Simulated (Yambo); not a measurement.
# PbSe: optical spectrum with PBEsol

PbSe:

```
Pb Se
1.0
     3.78432    0.00000    0.00000
     0.00000    3.78432    0.00000
     0.00000    0.00000    3.78432
Pb Se
1 1
Direct
  0.00000 0.00000 0.00000
  0.50000 0.50000 0.50000
```

Measurements of this composition are mostly on another form, of space group No. 225.

| Item | Value |
| --- | --- |
| Program | Yambo 5.3.0 |
| Task | optical spectrum |
| Functional | PBEsol |
| Potentials or basis | PseudoDojo 0.4.1 SR PBEsol standard |
| Cutoff | 1170 eV |
| Density cutoff | 4680 eV |
| k mesh | 14 × 14 × 14 |
| Occupations | fermi-dirac, width 0.05 eV |
| Spin | no spin polarisation |
| k mesh of the self-consistent run | 14 × 14 × 14 |
| Direction of the field or of q to 0 | x |
| Broadening | 0.2 eV |
| Kernel | Hartree (RPA with local fields) |
| Top of the energy range | 15 eV |
| Energy points | 150 |
| Correction of the levels | none |
| Bands in the response | 30 |
| Cutoff of the response matrix | 4 Ry |

| Item | Value |
| --- | --- |
| Band gap on the k mesh, mean-field level | none (metal or under the smearing width) |

Dielectric function (along the field direction of the input):
```csv
energy (eV),real part,imaginary part
0.30,26.25,22.12
0.81,18.36,7.51
1.31,17.32,9.56
1.81,18.07,15.81
2.32,9.23,20.06
2.82,5.25,19.17
3.32,2.23,16.64
3.83,-4.00,16.32
4.33,-5.54,9.68
4.83,-5.10,6.80
5.34,-4.47,4.46
5.84,-2.93,3.12
6.34,-1.34,2.79
6.85,-1.68,3.39
7.35,-1.46,2.89
7.85,-1.24,2.97
8.36,-1.55,2.39
8.86,-1.44,1.58
9.36,-0.94,1.44
9.87,-0.59,1.26
10.37,-0.56,1.30
10.87,-0.48,1.17
11.38,-0.45,1.01
11.88,-0.28,0.93
12.38,-0.12,0.85
12.89,-0.06,0.92
13.39,-0.31,0.86
13.89,-0.13,0.48
14.40,0.08,0.45
15.00,0.24,0.45
```

It took 5.8 min on 1 thread of Arm Neoverse V2 (shared host).

Caveat: the intraband (Drude) term of the metal is left out; the ground state has no gap, which makes the many-body step unreliable; these spectra lack excitons. The run has no spin-orbit coupling, so splittings on Pb are missing.
